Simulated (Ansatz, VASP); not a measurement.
**Two plane-wave programs on Hf5N4**

INCAR

```
SYSTEM = Hf5N4
  ALGO = Normal
  DIPOL = 0.5 0.5 0.500
  EDIFF = 1E-6
  ENCUT = 520
  GGA = PS
  IDIPOL = 3
  ISIF = 2
  ISMEAR = 0
  LASPH = .True.
  LCHARG = .True.
  LDIPOL = .True.
  LELF = .True.
  LREAL = .False.
  LVACPOTAV = .True.
  LVHAR = .True.
  LWAVE = .False.
  NBANDS = 45
  NELM = 60
  PREC = Accurate
  SIGMA = 0.1
```

The input KPOINTS:

```
k-points
0
Gamma
  12 12 1
  0 0 0
```

Contents of POSCAR:

```
Hf5N4
1.0
    3.1830776067      0.0000000000      0.0000000000
   -1.5915388034      2.7566260697      0.0000000000
    0.0000000000      0.0000000000     20.3958879309
Hf N
5 4
Direct
    0.3333333333      0.6666666667      0.2451474541
    0.0000000000      0.0000000000      0.3725737270
    0.6666666667      0.3333333333      0.5000000000
    0.3333333333      0.6666666667      0.6274262730
    0.0000000000      0.0000000000      0.7548525459
    0.6666666667      0.3333333333      0.3088605906
    0.3333333333      0.6666666667      0.4362868635
    0.0000000000      0.0000000000      0.5637131365
    0.6666666667      0.3333333333      0.6911394094
```

Input for Ansatz:

```yaml
crystal:
  lattice:
    - [3.1830776067, 0.0, 0.0]
    - [-1.5915388034, 2.7566260697, 0.0]
    - [0.0, 0.0, 20.3958879309]
  atoms:
    - { symbol: Hf, position: [0.3333333333, 0.6666666667, 0.2451474541] }
    - { symbol: "N", position: [0.6666666667, 0.3333333333, 0.3088605906] }
    - { symbol: Hf, position: [0.0, 0.0, 0.372573727] }
    - { symbol: "N", position: [0.3333333333, 0.6666666667, 0.4362868635] }
    - { symbol: Hf, position: [0.6666666667, 0.3333333333, 0.5] }
    - { symbol: "N", position: [0.0, 0.0, 0.5637131365] }
    - { symbol: Hf, position: [0.3333333333, 0.6666666667, 0.627426273] }
    - { symbol: "N", position: [0.6666666667, 0.3333333333, 0.6911394094] }
    - { symbol: Hf, position: [0.0, 0.0, 0.7548525459] }
basis:
  ecutwfc: 420
kpoints:
  mp_grid: { grid: [12, 12, 1] }
hamiltonian:
  xc: pbesol
scf:
  occupations: { method: gaussian, width: 0.1 }
output:
  forces: true
  stress: true
  eigenvalues: true
  write_density: true
  write_potential: true
  elf: true
  volumetric_format: npy
efield:
  axis: 3
  dipole_correction: true
  ramp_width: 0.04
```

Alike in both runs: task single point; functional PBEsol; k mesh 12 × 12 × 1; occupations gaussian, width 0.1 eV; no spin polarisation.

|  | VASP | Ansatz |
| --- | --- | --- |
| version | VASP 6.6.1 | Ansatz 0.2.0 |
| potentials or method | VASP PAW PBE potentials, release 64 (Hf_pv, N) | scalar-relativistic, plane waves, PAW |
| plane-wave cutoff (eV) | 520 | 420 |
| valence electrons in the cell | 70 | 150 |

VASP gave:

* gap on the k mesh at the Fermi level (eV): none
* rms of the force components (eV/Å): 0.257

Q: What did Ansatz give for the same quantities?

A: gap on the k mesh at the Fermi level (eV): none; rms of the force components (eV/Å): 0.239.

A gap of «none» marks a metal or a gap that the smearing closes. The functional is the same, so the differences come from potentials, cutoffs and numerics. The two sets of potentials don't hold the same shells in valence. Ansatz warned: «vacuum_density_over_bound».

Caveats: the PAW data sets were made with another functional, which shifts forces and pressure a little (VASP). The runs have no spin-orbit coupling, so splittings on Hf are missing.
